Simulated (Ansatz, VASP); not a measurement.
Given: the input of a run of Ansatz 0.2.0 on GaP.

File input.yaml:

```yaml
crystal:
  lattice:
    - [0.0, 2.72525, 2.72525]
    - [2.72525, 0.0, 2.72525]
    - [2.72525, 2.72525, 0.0]
  atoms:
    - { symbol: Ga, position: [0.0, 0.0, 0.0] }
    - { symbol: P, position: [0.75, 0.75, 0.75] }
hamiltonian:
  xc: pbe
  pseudopotentials: { kind: paw }
kpoints:
  mp_grid: { grid: [8, 8, 8] }
scf:
  occupations: { method: gaussian, width: 0.029 }
output:
  forces: true
  stress: true
  eigenvalues: true
```

Potentials or basis: Ansatz PAW.

Launch:

```bash
$ ansatz run input.yaml --threads 2 --pin off --max-ram 5632MiB --backend cpu --events-out ev --progress --plain --runs-dir out
```

Set up the same calculation for VASP 6.6.1. Potentials there: VASP PAW PBE potentials, release 64 (Ga_d, P).

As run (the cutoff follows the program's own potentials):

File INCAR:

```
SYSTEM = GaP
PREC     = Accurate       ! precision mode
ENCUT    = 520            ! plane-wave cutoff, eV
EDIFF    = 1E-7           ! SCF threshold, eV
ISMEAR   = 0              ! smearing method
SIGMA    = 0.028999999999999998 ! smearing width, eV
LREAL    = .FALSE.        ! projectors in reciprocal space
LASPH    = .TRUE.         ! aspherical terms in the spheres
NELM     = 60             ! most SCF steps
ALGO     = Normal         ! electronic algorithm
ISIF     = 2              ! what is computed and relaxed
LWAVE    = .FALSE.        ! write WAVECAR
LCHARG   = .FALSE.        ! write CHGCAR
GGA      = PE             ! functional
NBANDS   = 16             ! bands
```

File KPOINTS:

```
regular mesh
0
G
  8 8 8
  0 0 0
```

POSCAR

```
GaP
1.0
    0.0000000000      2.7252500000      2.7252500000
    2.7252500000      0.0000000000      2.7252500000
    2.7252500000      2.7252500000      0.0000000000
Ga P
1 1
Direct
    0.0000000000      0.0000000000      0.0000000000
    0.7500000000      0.7500000000      0.7500000000
```

Potentials or basis: VASP PAW PBE potentials, release 64 (Ga_d, P).

The run is started by

```bash
$ cat potpaw_PBE.64/Ga_d/POTCAR potpaw_PBE.64/P/POTCAR > POTCAR
$ mpirun -np 1 vasp_std > vasp.out
```

Both were run:

|  | VASP | Ansatz | Ansatz less VASP |
| --- | --- | --- | --- |
| gap on the k mesh at the Fermi level (eV) | 1.64 | 1.64 | 0.000 |
| least direct gap on the mesh (eV) | 1.83 | 1.83 | +0.002 |
| pressure (GPa) | 2.5 | 2.5 | +0.02 |

The functional is the same, so the differences come from potentials, cutoffs and numerics.

A k mesh can miss the band edges.
